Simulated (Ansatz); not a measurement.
A: Y (hcp, Mg type), a = b = 3.683 Å, c = 5.698 Å, α = β = 90.00°, γ = 120.00°
B: Ti$_{3}$SiC$_{2}$ (MAX-312 type, space group P6_3/mmc), a = 3.067 Å, b = 3.067 Å, c = 17.676 Å, α = 90.00°, β = 90.00°, γ = 120.00°
C: ZnS (wurtzite), a = 3.806 Å, b = 3.806 Å, c = 6.245 Å, α = 90.00°, β = 90.00°, γ = 120.00°

Scan: energy against volume (even scaling of the relaxed cell, symmetry kept). All come from one method, each on a k mesh of its own. All were relaxed with their symmetry unable to fall. Ti3SiC2 is run without spin polarisation. Y is run without spin polarisation.

Problem. Order them by bulk modulus at fixed cell shape (fitted) (lowest first) at the level r2SCAN (plane waves to 500 eV, PAW, scalar-relativistic; Ansatz, a first-principles code).

Solution. A (40.4 GPa), C (78.2 GPa), B (193 GPa)

(Under strain, the slope of the energy per volume gives the stress and its curvature an elastic modulus.)
